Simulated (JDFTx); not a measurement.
**Equation of state of Pt under r2SCAN**

```cif
data_structure
_symmetry_space_group_name_H-M 'P 1'
_symmetry_Int_Tables_number 1
_cell_length_a 2.7731
_cell_length_b 2.7731
_cell_length_c 2.7731
_cell_angle_alpha 60.000
_cell_angle_beta 60.000
_cell_angle_gamma 60.000
_cell_volume 15.08
loop_
_atom_site_label
_atom_site_type_symbol
_atom_site_fract_x
_atom_site_fract_y
_atom_site_fract_z
_atom_site_occupancy
Pt1 Pt 0.00000 0.00000 0.00000 1
```

The cell was scaled at fixed shape and fractions and run with JDFTx, SG15-PBE-1.2 with smoothed tails, cutoff 1088 eV; r2SCAN, k mesh 12 × 12 × 12 on the cell of 1 atom, fermi-dirac occupations of 0.05 eV, no spin polarisation, no spin-orbit coupling. The potentials were made for PBE. Energies are those that the program minimises, any entropy of the smearing included. For a metal such a mesh isn't converged to the digits shown.

```csv
V (Å³/atom),energy over the lowest row (meV/atom)
14.1750,84.88
14.4766,?
14.7782,17.00
15.0798,2.90
15.3814,0.00
15.6830,6.98
15.9846,22.67
```

Task: Fit the third-order Birch-Murnaghan form, give V0, B0 and B′, and predict the energy left open.

Result: With y = (V0/V)^(2/3), E = E0 + (9 V0 B0/16) [(y - 1)³ B′ + (y - 1)² (6 - 4y)]. Least squares through the rows shown give V0 = 15.3138 Å³/atom, E0 = -0.25 meV, B0 = 273.7 GPa (1 eV/Å³ = 160.218 GPa) and B′ = 5.33, with a largest miss of 0.02 meV. At V = 14.4766 the form with these constants gives 43.77 meV; the run gave 43.77 meV an atom. Measured volume: 15.09 Å³/atom (arxiv:2412.16732), so the fit lies +1.5 % from it. The runs are for a static lattice.
